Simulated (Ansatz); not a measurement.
An input for Ansatz 0.2.0 (Se):

File input.yaml:

```yaml
crystal:
  lattice:
    - [4.423656589, 0.0, 0.0]
    - [-2.2118282945, 3.8309989837, 0.0]
    - [0.0, 0.0, 5.0187864228]
  atoms:
    - { symbol: Se, position: [0.7746, 0.7746, 0.0] }
    - { symbol: Se, position: [0.0, 0.2254, 0.6666666667] }
    - { symbol: Se, position: [0.2254, 0.0, 0.3333333333] }
hamiltonian:
  xc: b3lyp
  pseudopotentials: { kind: nc, accuracy: standard, xc_functional: pbesol }
  dispersion: d3bj
kpoints:
  mp_grid: { grid: [5, 5, 4] }
scf:
  occupations: { method: fermi_dirac, width: 0.05 }
output:
  forces: true
  stress: true
  eigenvalues: true
  bader: true
  populations: intrinsic
```

Potentials or basis: PseudoDojo PBEsol.

The run is started by

```sh
$ ansatz run input.yaml --threads 2 --pin off --max-ram 5120MiB --backend cpu --events-out ev --progress --plain --runs-dir out
```

Q: What does the program do with it?

A: The run stopped without a result. It printed:

Output:

```text
Error: output.bader: true without hamiltonian.pseudopotentials.kind: paw|paw_fr|all_electron or hamiltonian.pseudopotentials.kind: all_electron — Bader charges are made of the all-electron density, and norm-conserving records hold neither all-electron partial waves nor the cores' density; drop the bader request, or use kind: paw or all_electron (paw_fr under spin-orbit coupling), where the deck's functional and its other outputs are served on it
```
